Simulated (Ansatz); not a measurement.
From the elastic tensor of HfO2 at 35 GPa (stress–strain coefficients) to moduli and sound speeds

The calculation used DFT PBE, scalar-relativistic, plane waves, PAW in Ansatz 0.2.0. Settings: 420 eV plane-wave cutoff, Γ-centred 8×8×8 mesh, fixed occupations. No spin polarisation.

The structure is cubic, space group Fm-3m (No. 225). The conventional cell has a = 4.910 Å, b = 4.910 Å, c = 4.910 Å, α = 90.00°, β = 90.00°, γ = 90.00°. Around Hf (site symmetry m-3m) lie 8 O at 2.13 Å. O (site symmetry -43m) has 4 Hf at 2.13 Å as nearest neighbours.

Spin–orbit coupling is left out, which can shift energies with elements as heavy as these. Other phases may be more stable at this pressure.

Relaxed-ion constants (GPa, on the Cartesian axes of the calculation):
C11 = 728.4, C12 = 211.8, C13 = 211.8, C22 = 728.4, C23 = 211.8, C33 = 728.4, C44 = 83.5, C55 = 83.5, C66 = 83.5 GPa; the others vanish.

Density 11.810 g/cm³; 3 atoms in 29.60 Å³.

The values that follow are for a polycrystal of randomly turned grains, by Hill's mean where one number stands. In a crystal this anisotropic the Voigt and Reuss bounds lie far apart, so Hill's mean and the sound speeds and Debye temperature from it are rough.

With S = C⁻¹: B_V = (C11+C22+C33+2(C12+C13+C23))/9, G_V = (C11+C22+C33−C12−C13−C23+3(C44+C55+C66))/15, 1/B_R = S11+S22+S33+2(S12+S13+S23), 15/G_R = 4(S11+S22+S33−S12−S13−S23)+3(S44+S55+S66); Hill is their mean. Then v_l = √((B+4G/3)/ρ), v_t = √(G/ρ), v_m = [(2/v_t³+1/v_l³)/3]^(−1/3) and Θ = (ħ/k_B)·v_m·(6π²n/V)^(1/3) for n atoms in the volume V; E = 9BG/(3B+G), ν = (3B−2G)/(2(3B+G)) and A^U = 5G_V/G_R + B_V/B_R − 6.

| Property | Result |
| --- | --- |
| Bulk modulus, Voigt / Reuss / Hill | 384.0 / 384.0 / 384.0 GPa |
| Shear modulus, Voigt / Reuss / Hill | 153.4 / 114.5 / 133.9 GPa |
| Young's modulus | 360 GPa |
| Poisson ratio | 0.344 |
| Pugh ratio B/G | 2.87 |
| Universal anisotropy index | 1.70 |
| Longitudinal and transverse sound speeds | 6902 and 3368 m/s |
| Debye temperature from the mean sound speed | 525 K |

This fluorite-type form isn't the usual stable structure of the compound at low pressure.

Cost: 1 run of about 0.31 core-minutes, on Intel Xeon Platinum 8488C (Sapphire Rapids) (shared hosts).